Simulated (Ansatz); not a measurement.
A run of Ansatz 0.2.0 is set up as follows.

input.yaml

```yaml
crystal:
  lattice:
    - [3.636, 0.0, 0.0]
    - [-1.818, 3.1488683682, 0.0]
    - [0.0, 0.0, 5.7826]
  atoms:
    - { symbol: Gd, position: [0.6666666667, 0.3333333333, 0.75], spin: 7.0 }
    - { symbol: Gd, position: [0.3333333333, 0.6666666667, 0.25], spin: 7.0 }
hamiltonian:
  xc: pbe
  pseudopotentials: { kind: paw }
magnetization:
  spin_polarized: true
kpoints:
  mp_grid: { grid: [8, 8, 5] }
scf:
  occupations: { method: gaussian, width: 0.023 }
output:
  forces: true
  stress: true
  eigenvalues: true
  write_density: true
  write_potential: true
  elf: true
  volumetric_format: npy
```

Potentials or basis: Ansatz PAW.

Run with:

```bash
$ ansatz run input.yaml --threads 2 --pin off --max-ram 5632MiB --backend cpu --events-out ev --progress --plain --runs-dir out
```

**Question.** What does it give for the net moment?

**Answer.** 15.19 μB per cell.

**Question.** Estimate the absolute moment.

**Answer.** 15.19 μB per cell.

**Question.** Estimate the pressure.

**Answer.** 0.6 GPa.

**Question.** Predict the band gap on the k mesh.

**Answer.** None (metal or under the smearing width).

Stress tensor (GPa, compression positive):
```
0.46 0.00 0.00
0.00 0.46 0.00
0.00 0.00 0.84
```

Caveat: spin-orbit coupling is left out, which moves the levels of the heavy elements. The state reached can hang on the start; a lower one may exist.
